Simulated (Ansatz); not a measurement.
**Equation of state of barium, simple cubic**

These are results of DFT, RPBE, plane waves (420 eV) with PAW, scalar-relativistic (Ansatz 0.2.0), not measurements. (PAW data from PBE, frozen cores regenerated.)

The cell is scaled uniformly from the relaxed one, with fractional coordinates and shape fixed. Energies are extrapolated to zero smearing, pressures are those at the given smearing. Magnetic state: spin not included.

| V (Å³/atom) | E − E₀ (meV/atom) | P (GPa) |
| --- | --- | --- |
| 59.400 | 20.7 | 1.00 |
| 62.100 | 7.9 | 0.61 |
| 64.800 | 1.4 | 0.29 |
| 67.500 | 0.1 | 0.02 |
| 70.200 | 3.1 | -0.19 |
| 72.900 | 9.5 | -0.37 |
| 75.600 | 18.8 | -0.52 |

Task: Fit a third-order Birch-Murnaghan equation.

Result: V₀ = 66.90 Å³/atom, B₀ = 6.5 GPa, B₀′ = 3.8.
